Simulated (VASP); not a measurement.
# CdS (Fm-3m) in VASP: notebook, part 3 of 3

VASP 6.6.1.

## Step 5: G0W0 quasiparticle levels, PBE

The input, POSCAR:

```
CdS
1.0
    0.0000000000      2.7532440000      2.7532440000
    2.7532440000      0.0000000000      2.7532440000
    2.7532440000      2.7532440000      0.0000000000
Cd S
1 1
Direct
    0.0000000000      0.0000000000      0.0000000000
    0.5000000000      0.5000000000      0.5000000000
```

The input, INCAR.step1:

```
SYSTEM = CdS
  PREC = Accurate
  ENCUT = 450
  EDIFF = 1E-8
  ISMEAR = 0
  SIGMA = 0.01
  LREAL = .FALSE.
  LASPH = .TRUE.
  NELM = 60
  ALGO = Normal
  LWAVE = .TRUE.
  LCHARG = .FALSE.
  GGA = PE
```

The input, INCAR.step2:

```
SYSTEM = CdS
  PREC = Accurate
  ENCUT = 450
  EDIFF = 1E-8
  ISMEAR = 0
  SIGMA = 0.01
  LREAL = .FALSE.
  LASPH = .TRUE.
  NELM = 1
  ALGO = Exact
  LWAVE = .TRUE.
  LCHARG = .FALSE.
  GGA = PE
  NBANDS = 34
  LOPTICS = .TRUE.
  ISTART = 1
```

The input, INCAR.step3:

```
SYSTEM = CdS
  PREC = Accurate
  ENCUT = 450
  EDIFF = 1E-8
  ISMEAR = 0
  SIGMA = 0.01
  LREAL = .FALSE.
  LASPH = .TRUE.
  ALGO = EVGW0
  LWAVE = .FALSE.
  LCHARG = .FALSE.
  GGA = PE
  NELMGW = 1
  NBANDS = 34
  ENCUTGW = 50
  NOMEGA = 48
  PRECFOCK = Fast
  ISTART = 1
  NBANDSGW = 17
```

The input, KPOINTS:

```
Automatic mesh
0
G
  3 3 3
  0 0 0
```

Potentials or basis: VASP PAW PBE potentials, release 64 (Cd_GW, S_GW).

The run is started by

```sh
> cat potpaw_PBE.64/Cd_GW/POTCAR potpaw_PBE.64/S_GW/POTCAR > POTCAR
> cp INCAR.step1 INCAR
> mpirun -np 1 vasp_std > vasp.out
> cp INCAR.step2 INCAR
> mpirun -np 1 vasp_std > vasp.out
> cp INCAR.step3 INCAR
> mpirun -np 1 vasp_std > vasp.out
```

OUTCAR:

```text
SYSTEM = CdS
   PREC = Accurate
   ENCUT = 450
   EDIFF = 1E-8
   ISMEAR = 0
   LREAL = .FALSE.
   LASPH = .TRUE.
   GGA = PE
   NELMGW = 1
   ENCUTGW = 50
   PRECFOCK = Fast
   ISTART = 1

 Found      4 irreducible k-points:

 Following reciprocal coordinates:
            Coordinates               Weight
  0.000000  0.000000  0.000000      1.000000
  0.333333  0.000000  0.000000      8.000000
  0.333333  0.333333  0.000000      6.000000
 -0.333333  0.333333  0.000000     12.000000
   k-points           NKPTS =      4   k-points in BZ     NKDIM =     27   number of bands    NBANDS=     34
   number of dos      NEDOS =    301   number of ions     NIONS =      2
   total plane-waves  NPLWV =  21952
   dimension x,y,z NGX =    28 NGY =   28 NGZ =   28
   dimension x,y,z NGXF=    56 NGYF=   56 NGZF=   56
   ions per type =               1   1
   NGX,Y,Z   is equivalent  to a cutoff of  11.95, 11.95, 11.95 a.u.
   NGXF,Y,Z  is equivalent  to a cutoff of  23.91, 23.91, 23.91 a.u.
 SYSTEM =  CdS
   PREC   = accura    normal or accurate (medium, high low for compatibility)
   ISTART =      1    job   : 0-new  1-cont  2-samecut
   ICHARG =      0    charge: 1-file 2-atom 10-const
   ISPIN  =      1    spin polarized calculation?
   LNONCOLLINEAR =      F non collinear calculations
   LSORBIT =      F    spin-orbit coupling
   LASPH  =      T    aspherical Exc in radial PAW
   ENCUT  =  450.0 eV  33.07 Ry    5.75 a.u.   6.73  6.73  6.73*2*pi/ulx,y,z
   NELM   =     60;   NELMIN=  2; NELMDL=  0     # of ELM steps
   EDIFF  = 0.1E-07   stopping-criterion for ELM
   LREAL  =      F    real-space projection
   EDIFFG = 0.1E-06   stopping-criterion for IOM
   NSW    =      0    number of steps for IOM
   IBRION =     -1    ionic relax: 0-MD 1-quasi-New 2-CG
   NFREE  =      0    steps in history (QN), initial steepest desc. (CG)
   ISIF   =      0    stress and relaxation
   ISYM   =      3    0-nonsym 1-usesym 2-fastsym
   POTIM  = 0.5000    time-step for ionic-motion
   TEBEG  =    0.0;   TEEND  =   0.0 temperature during run
   PSTRESS=    0.0 pullay stress
   NELECT =      18.0000    total number of electrons
   NUPDOWN=      -1.0000    fix difference up-down
   EMIN   =  10.00;   EMAX   =-10.00  energy-range for DOS
   EFERMI =   0.00;   METHOD = LEGACY
   ISMEAR =     0;   SIGMA  =   0.01  broadening in eV -4-tet -1-fermi 0-gaus
   EFERMI_NEDOS =   21; number of points for ismear=-14 and -15
   IALGO  =     38    algorithm
   IMIX   =      4    mixing-type and parameters
     AMIX     =   0.40;   BMIX     =  1.00
     AMIX_MAG =   1.60;   BMIX_MAG =  1.00
  volume/ion in A,a.u.               =      20.87       140.84
  Fermi-wavevector in a.u.,A,eV,Ry     =   1.236833  2.337275 20.813583  1.529755
  Thomas-Fermi vector in A             =   2.371425
   LORBIT       =      0    0 simple, 1 ext, 2 COOP (PROOUT), +10 PAW based schemes
   GGA     = PE    functional components
   LHFCALC =     T    Hartree Fock is set to
   PRECFOCK=fast      Normal, Fast or Accurate (Low or Medium for compatibility)
   ENCUT4O =  -1.0   cutoff for four orbital integrals eV
   NKREDX  =     1    reduce k-point grid by
   NKREDY  =     1    reduce k-point grid by
   NKREDZ  =     1    reduce k-point grid by
   AEXX    =    1.0000 exact exchange contribution
   HFSCREEN=    0.0000 screening length (either q_TF or 0.3 A-1)
   HFSCREENC=   0.0000 screening length for correlation (either q_TF or 0.3 A-1)
   ENCUTFOCK=  -1.0 apply spherical cutoff to Coloumb kernel
   IVDW    =     0    specifies the selected vdW correction
   LEPSILON=     F    determine dielectric tensor
   LRPA    =     F    only Hartree local field effects (RPA)
   LRPAFORCE           =     F    calculate RPA forces
   ENCUTGW             =  50.0    cutoff for response function in eV
   ENCUTGWSOFT         =  40.0    soft cutoff for Coulomb kernel in GW response function in eV
   ENCUTLF             =  -1.0    cutoff for local field effects
   NELMGW              =     1    number of iterations in solving QP/BSE equation
   NELMHF              =     1    number of iterations in the inner HF iteration
   NKREDLFX            =     1    NKREDLFY  =   1   NKREDLFZ  =   1
 non-spin polarized calculation
 Gauss-broadening in eV      SIGMA  =   0.01
  energy-cutoff  :      450.00
  volume of cell :       41.74
 maximum number of plane-waves:       906
  NGX = 16; NGY = 16; NGZ = 16
   NGX = 13   NGY = 13   NGZ = 13
 maximum number of plane-waves:        34
 NGX is ok and might be reduce to    10

 QP shifts <psi_nk| G(iteration)W_0 |psi_nk>: iteration 1
 for sc-GW calculations column KS-energies equals QP-energies in previous step
 and V_xc(KS)=  KS-energies - (<T + V_ion + V_H > + <T+V_H+V_ion>^1  + <V_x>^1)

 k-point   1 :       0.0000    0.0000    0.0000
  band No.  KS-energies  QP-energies   sigma(KS)   V_xc(KS)     V^pw_x(r,r')   Z            occupation Imag(sigma)

      1      -8.2276      -8.2554     -12.7191     -12.6776     -20.6296       0.6696       2.0000       1.5343
      2      -3.3313      -4.6672     -17.2286     -15.3687     -23.1447       0.7183       2.0000       0.3820
      3      -3.3313      -4.6672     -17.2286     -15.3687     -23.1447       0.7183       2.0000       0.3820
      4      -3.3313      -4.6672     -17.2286     -15.3687     -23.1447       0.7183       2.0000       0.3820
      5      -3.3249      -4.6931     -17.3994     -15.5045     -23.4091       0.7220       2.0000       0.4344
      6      -3.3249      -4.6931     -17.3994     -15.5045     -23.4091       0.7220       2.0000       0.4344
[... 9 lines left out ...]
     16      15.6056      16.5662      -8.8953     -10.1578      -3.6388       0.7609       0.0000      -0.6251
     17      15.6056      16.5662      -8.8953     -10.1578      -3.6388       0.7609       0.0000      -0.6251

 k-point   2 :       0.3333    0.0000    0.0000
  band No.  KS-energies  QP-energies   sigma(KS)   V_xc(KS)     V^pw_x(r,r')   Z            occupation Imag(sigma)

      1      -7.4583      -7.4250     -13.1123     -13.1620     -20.8816       0.6689       2.0000       1.3788
      2      -3.5365      -4.8504     -17.0875     -15.2500     -23.1242       0.7150       2.0000       0.4593
      3      -3.5365      -4.8504     -17.0875     -15.2500     -23.1242       0.7150       2.0000       0.4593
      4      -3.4494      -4.7383     -16.8302     -15.0319     -22.7137       0.7168       2.0000       0.4102
      5      -3.1877      -4.5408     -17.4252     -15.5481     -23.3571       0.7209       2.0000       0.3827
      6      -3.1877      -4.5408     -17.4252     -15.5481     -23.3571       0.7209       2.0000       0.3827
[... 9 lines left out ...]
     16      15.8326      16.8634      -9.3583     -10.6923      -4.6916       0.7727       0.0000      -0.4399
     17      21.5622      22.8806      -9.3434     -11.0368      -3.7775       0.7785       0.0000      -1.0165

 k-point   3 :       0.3333    0.3333    0.0000
  band No.  KS-energies  QP-energies   sigma(KS)   V_xc(KS)     V^pw_x(r,r')   Z            occupation Imag(sigma)

      1      -7.4873      -7.5042     -13.3843     -13.3587     -21.1871       0.6621       2.0000       1.3328
      2      -3.4402      -4.7671     -17.0537     -15.2039     -22.9533       0.7173       2.0000       0.3869
      3      -3.2482      -4.6196     -17.4819     -15.5834     -23.5002       0.7224       2.0000       0.4363
      4      -3.1787      -4.3903     -16.7078     -15.0296     -22.6047       0.7220       2.0000       0.4923
      5      -3.1577      -4.5024     -17.4111     -15.5467     -23.3394       0.7212       2.0000       0.3747
      6      -3.1577      -4.5024     -17.4111     -15.5467     -23.3394       0.7212       2.0000       0.3747
[... 9 lines left out ...]
     16      19.5780      21.0458      -9.6568     -11.5432      -4.2763       0.7781       0.0000      -0.8616
     17      19.5780      21.0458      -9.6568     -11.5432      -4.2763       0.7781       0.0000      -0.8616

 k-point   4 :      -0.3333    0.3333    0.0000
  band No.  KS-energies  QP-energies   sigma(KS)   V_xc(KS)     V^pw_x(r,r')   Z            occupation Imag(sigma)

      1      -7.1911      -7.1962     -13.6428     -13.6351     -21.4151       0.6643       2.0000       1.2683
      2      -3.4626      -4.7856     -17.1775     -15.3329     -23.2267       0.7172       2.0000       0.4702
      3      -3.4289      -4.7227     -16.8645     -15.0640     -22.7523       0.7185       2.0000       0.4120
      4      -3.2651      -4.5886     -17.1646     -15.3251     -23.0689       0.7195       2.0000       0.3861
      5      -3.1335      -4.4863     -17.4629     -15.5914     -23.3913       0.7228       2.0000       0.3712
      6      -2.8377      -4.0778     -17.3273     -15.6200     -23.2646       0.7264       2.0000       0.4432
[... 9 lines left out ...]
     16      19.7754      21.1065      -9.4610     -11.1813      -3.9643       0.7738       0.0000      -0.9348
     17      20.9739      22.4090      -9.4453     -11.2693      -4.0494       0.7868       0.0000      -0.9651
```

Run time: 16 s. Hardware: 1 thread of Intel Xeon 6975P-C (Granite Rapids), shared host; peak memory 0.22 GiB.

The run converged, but some of its settings lie outside the range that counts as converged, so its numbers aren't taken as properties of the crystal.

Results:

```
Band gap on the k mesh, mean-field level : 0.97 eV, indirect (least direct gap 1.47 eV)
Quasiparticle gap                        : 1.68 eV
Least direct quasiparticle gap           : 2.17 eV
```

Caveat: the k mesh is coarse (spacing up to 0.66 Å⁻¹), so the values aren't converged; bands, screening cutoff and mesh are small and nothing is extrapolated, so the quasiparticle values aren't converged; an odd mesh through Γ misses points on the zone boundary, where band edges often lie.

## Step 6: G0W0 quasiparticle levels, PBE

POSCAR is that of step 5.

INCAR.step1 is that of step 5.

INCAR.step2 is that of step 5.

INCAR.step3: that of step 5 with these lines changed.

```diff
@@ -14,3 +14,3 @@
   NBANDS = 34
-  ENCUTGW = 50
+  ENCUTGW = 75
   NOMEGA = 48
```

KPOINTS is that of step 5.

Potentials or basis: VASP PAW PBE potentials, release 64 (Cd_GW, S_GW).

The run is started by

```sh
> cat potpaw_PBE.64/Cd_GW/POTCAR potpaw_PBE.64/S_GW/POTCAR > POTCAR
> cp INCAR.step1 INCAR
> mpirun -np 1 vasp_std > vasp.out
> cp INCAR.step2 INCAR
> mpirun -np 1 vasp_std > vasp.out
> cp INCAR.step3 INCAR
> mpirun -np 1 vasp_std > vasp.out
```

OUTCAR:

```text
SYSTEM = CdS
   PREC = Accurate
   ENCUT = 450
   EDIFF = 1E-8
   ISMEAR = 0
   LREAL = .FALSE.
   LASPH = .TRUE.
   GGA = PE
   NELMGW = 1
   ENCUTGW = 75
   PRECFOCK = Fast
   ISTART = 1

 Found      4 irreducible k-points:

 Following reciprocal coordinates:
            Coordinates               Weight
  0.000000  0.000000  0.000000      1.000000
  0.333333  0.000000  0.000000      8.000000
  0.333333  0.333333  0.000000      6.000000
 -0.333333  0.333333  0.000000     12.000000
   k-points           NKPTS =      4   k-points in BZ     NKDIM =     27   number of bands    NBANDS=     34
   number of dos      NEDOS =    301   number of ions     NIONS =      2
   total plane-waves  NPLWV =  21952
   dimension x,y,z NGX =    28 NGY =   28 NGZ =   28
   dimension x,y,z NGXF=    56 NGYF=   56 NGZF=   56
   ions per type =               1   1
   NGX,Y,Z   is equivalent  to a cutoff of  11.95, 11.95, 11.95 a.u.
   NGXF,Y,Z  is equivalent  to a cutoff of  23.91, 23.91, 23.91 a.u.
 SYSTEM =  CdS
   PREC   = accura    normal or accurate (medium, high low for compatibility)
   ISTART =      1    job   : 0-new  1-cont  2-samecut
   ICHARG =      0    charge: 1-file 2-atom 10-const
   ISPIN  =      1    spin polarized calculation?
   LNONCOLLINEAR =      F non collinear calculations
   LSORBIT =      F    spin-orbit coupling
   LASPH  =      T    aspherical Exc in radial PAW
   ENCUT  =  450.0 eV  33.07 Ry    5.75 a.u.   6.73  6.73  6.73*2*pi/ulx,y,z
   NELM   =     60;   NELMIN=  2; NELMDL=  0     # of ELM steps
   EDIFF  = 0.1E-07   stopping-criterion for ELM
   LREAL  =      F    real-space projection
   EDIFFG = 0.1E-06   stopping-criterion for IOM
   NSW    =      0    number of steps for IOM
   IBRION =     -1    ionic relax: 0-MD 1-quasi-New 2-CG
   NFREE  =      0    steps in history (QN), initial steepest desc. (CG)
   ISIF   =      0    stress and relaxation
   ISYM   =      3    0-nonsym 1-usesym 2-fastsym
   POTIM  = 0.5000    time-step for ionic-motion
   TEBEG  =    0.0;   TEEND  =   0.0 temperature during run
   PSTRESS=    0.0 pullay stress
   NELECT =      18.0000    total number of electrons
   NUPDOWN=      -1.0000    fix difference up-down
   EMIN   =  10.00;   EMAX   =-10.00  energy-range for DOS
   EFERMI =   0.00;   METHOD = LEGACY
   ISMEAR =     0;   SIGMA  =   0.01  broadening in eV -4-tet -1-fermi 0-gaus
   EFERMI_NEDOS =   21; number of points for ismear=-14 and -15
   IALGO  =     38    algorithm
   IMIX   =      4    mixing-type and parameters
     AMIX     =   0.40;   BMIX     =  1.00
     AMIX_MAG =   1.60;   BMIX_MAG =  1.00
  volume/ion in A,a.u.               =      20.87       140.84
  Fermi-wavevector in a.u.,A,eV,Ry     =   1.236833  2.337275 20.813583  1.529755
  Thomas-Fermi vector in A             =   2.371425
   LORBIT       =      0    0 simple, 1 ext, 2 COOP (PROOUT), +10 PAW based schemes
   GGA     = PE    functional components
   LHFCALC =     T    Hartree Fock is set to
   PRECFOCK=fast      Normal, Fast or Accurate (Low or Medium for compatibility)
   ENCUT4O =  -1.0   cutoff for four orbital integrals eV
   NKREDX  =     1    reduce k-point grid by
   NKREDY  =     1    reduce k-point grid by
   NKREDZ  =     1    reduce k-point grid by
   AEXX    =    1.0000 exact exchange contribution
   HFSCREEN=    0.0000 screening length (either q_TF or 0.3 A-1)
   HFSCREENC=   0.0000 screening length for correlation (either q_TF or 0.3 A-1)
   ENCUTFOCK=  -1.0 apply spherical cutoff to Coloumb kernel
   IVDW    =     0    specifies the selected vdW correction
   LEPSILON=     F    determine dielectric tensor
   LRPA    =     F    only Hartree local field effects (RPA)
   LRPAFORCE           =     F    calculate RPA forces
   ENCUTGW             =  75.0    cutoff for response function in eV
   ENCUTGWSOFT         =  60.0    soft cutoff for Coulomb kernel in GW response function in eV
   ENCUTLF             =  -1.0    cutoff for local field effects
   NELMGW              =     1    number of iterations in solving QP/BSE equation
   NELMHF              =     1    number of iterations in the inner HF iteration
   NKREDLFX            =     1    NKREDLFY  =   1   NKREDLFZ  =   1
 non-spin polarized calculation
 Gauss-broadening in eV      SIGMA  =   0.01
  energy-cutoff  :      450.00
  volume of cell :       41.74
 maximum number of plane-waves:       906
  NGX = 16; NGY = 16; NGZ = 16
   NGX = 13   NGY = 13   NGZ = 13
 maximum number of plane-waves:        64
 NGX is ok and might be reduce to    14

 QP shifts <psi_nk| G(iteration)W_0 |psi_nk>: iteration 1
 for sc-GW calculations column KS-energies equals QP-energies in previous step
 and V_xc(KS)=  KS-energies - (<T + V_ion + V_H > + <T+V_H+V_ion>^1  + <V_x>^1)

 k-point   1 :       0.0000    0.0000    0.0000
  band No.  KS-energies  QP-energies   sigma(KS)   V_xc(KS)     V^pw_x(r,r')   Z            occupation Imag(sigma)

      1      -8.2276      -8.2183     -12.6636     -12.6776     -20.6296       0.6647       2.0000       1.5500
      2      -3.3313      -4.5358     -17.0496     -15.3687     -23.1447       0.7166       2.0000       0.3879
      3      -3.3313      -4.5358     -17.0496     -15.3687     -23.1447       0.7166       2.0000       0.3879
      4      -3.3313      -4.5358     -17.0496     -15.3687     -23.1447       0.7166       2.0000       0.3879
      5      -3.3249      -4.5538     -17.2123     -15.5045     -23.4091       0.7196       2.0000       0.4421
      6      -3.3249      -4.5538     -17.2123     -15.5045     -23.4091       0.7196       2.0000       0.4421
[... 9 lines left out ...]
     16      15.6056      16.5489      -8.9139     -10.1578      -3.6388       0.7583       0.0000      -0.6254
     17      15.6056      16.5489      -8.9139     -10.1578      -3.6388       0.7583       0.0000      -0.6254

 k-point   2 :       0.3333    0.0000    0.0000
  band No.  KS-energies  QP-energies   sigma(KS)   V_xc(KS)     V^pw_x(r,r')   Z            occupation Imag(sigma)

      1      -7.4583      -7.4045     -13.0810     -13.1620     -20.8816       0.6644       2.0000       1.3942
      2      -3.5365      -4.7200     -16.9101     -15.2500     -23.1242       0.7129       2.0000       0.4689
      3      -3.5365      -4.7200     -16.9101     -15.2500     -23.1242       0.7129       2.0000       0.4689
      4      -3.4494      -4.6146     -16.6603     -15.0319     -22.7137       0.7156       2.0000       0.4158
      5      -3.1877      -4.4060     -17.2429     -15.5481     -23.3571       0.7189       2.0000       0.3895
      6      -3.1877      -4.4060     -17.2429     -15.5481     -23.3571       0.7189       2.0000       0.3895
[... 9 lines left out ...]
     16      15.8326      16.8635      -9.3555     -10.6923      -4.6916       0.7712       0.0000      -0.4423
     17      21.5622      22.8540      -9.3753     -11.0368      -3.7775       0.7775       0.0000      -1.0301

 k-point   3 :       0.3333    0.3333    0.0000
  band No.  KS-energies  QP-energies   sigma(KS)   V_xc(KS)     V^pw_x(r,r')   Z            occupation Imag(sigma)

      1      -7.4873      -7.4856     -13.3561     -13.3587     -21.1871       0.6576       2.0000       1.3458
      2      -3.4402      -4.6383     -16.8775     -15.2039     -22.9533       0.7159       2.0000       0.3933
      3      -3.2482      -4.4776     -17.2914     -15.5834     -23.5002       0.7198       2.0000       0.4445
      4      -3.1787      -4.2621     -16.5364     -15.0296     -22.6047       0.7190       2.0000       0.5043
      5      -3.1577      -4.3698     -17.2312     -15.5467     -23.3394       0.7195       2.0000       0.3803
      6      -3.1577      -4.3698     -17.2312     -15.5467     -23.3394       0.7195       2.0000       0.3803
[... 9 lines left out ...]
     16      19.5780      21.0090      -9.6997     -11.5432      -4.2763       0.7763       0.0000      -0.8776
     17      19.5780      21.0090      -9.6997     -11.5432      -4.2763       0.7763       0.0000      -0.8776

 k-point   4 :      -0.3333    0.3333    0.0000
  band No.  KS-energies  QP-energies   sigma(KS)   V_xc(KS)     V^pw_x(r,r')   Z            occupation Imag(sigma)

      1      -7.1911      -7.1822     -13.6215     -13.6351     -21.4151       0.6600       2.0000       1.2814
      2      -3.4626      -4.6525     -16.9978     -15.3329     -23.2267       0.7147       2.0000       0.4808
      3      -3.4289      -4.5970     -16.6927     -15.0640     -22.7523       0.7172       2.0000       0.4186
      4      -3.2651      -4.4596     -16.9889     -15.3251     -23.0689       0.7179       2.0000       0.3918
      5      -3.1335      -4.3525     -17.2821     -15.5914     -23.3913       0.7210       2.0000       0.3775
      6      -2.8377      -3.9406     -17.1455     -15.6200     -23.2646       0.7230       2.0000       0.4548
[... 9 lines left out ...]
     16      19.7754      21.0760      -9.4976     -11.1813      -3.9643       0.7725       0.0000      -0.9523
     17      20.9739      22.3902      -9.4681     -11.2693      -4.0494       0.7863       0.0000      -0.9823
```

Run time: 16 s. Hardware: 1 thread of Intel Xeon 6975P-C (Granite Rapids), shared host; peak memory 0.23 GiB.

The run converged, but some of its settings lie outside the range that counts as converged, so its numbers aren't taken as properties of the crystal.

Results:

* Band gap on the k mesh, mean-field level: 0.97 eV, indirect (least direct gap 1.47 eV)
* Quasiparticle gap: 1.73 eV
* Least direct quasiparticle gap: 2.23 eV

Caveat: the k mesh is coarse (spacing up to 0.66 Å⁻¹), so the values aren't converged; bands, screening cutoff and mesh are small and nothing is extrapolated, so the quasiparticle values aren't converged; an odd mesh through Γ misses points on the zone boundary, where band edges often lie.
